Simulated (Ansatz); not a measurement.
Ag, 1 atom in the cell. The structure is cubic, space group Im-3m (No. 229). The conventional cell has a = 3.311 Å, b = 3.311 Å, c = 3.311 Å, α = 90.00°, β = 90.00°, γ = 90.00°. Ag (site symmetry m-3m) is surrounded by 8 Ag at 2.87 Å. This isn't the form of Ag at room conditions, which is fcc.

* Program: Ansatz 0.2.0
* Task: band structure
* Functional: PBEsol
* Potentials or basis: all-electron LAPW, inner shells corrected to Dirac's equation
* Cutoff: 245 eV (chosen from the basis error)
* Basis error allowed: 0.001 eV/atom
* k mesh: 11 × 11 × 11
* Occupations: fermi-dirac, width 0.05 eV
* Spin: no spin polarisation

Potentials or basis: all-electron LAPW, inner shells corrected to Dirac's equation.

The run is started by

```bash
$ ansatz run input.yaml --threads 1 --pin off --max-ram 3072MiB --backend cpu --events-out ev --progress --plain --runs-dir out
```

Hardware: 1 thread of AMD EPYC (Zen 3), on a shared host.

Q: Estimate the wall time of this run.

A: It took 16 s on 1 thread of AMD EPYC (Zen 3), with other jobs on the host, peak memory 0.27 GiB. Counts: scf iterations 6, plane waves 141, k points 56, bands 14.
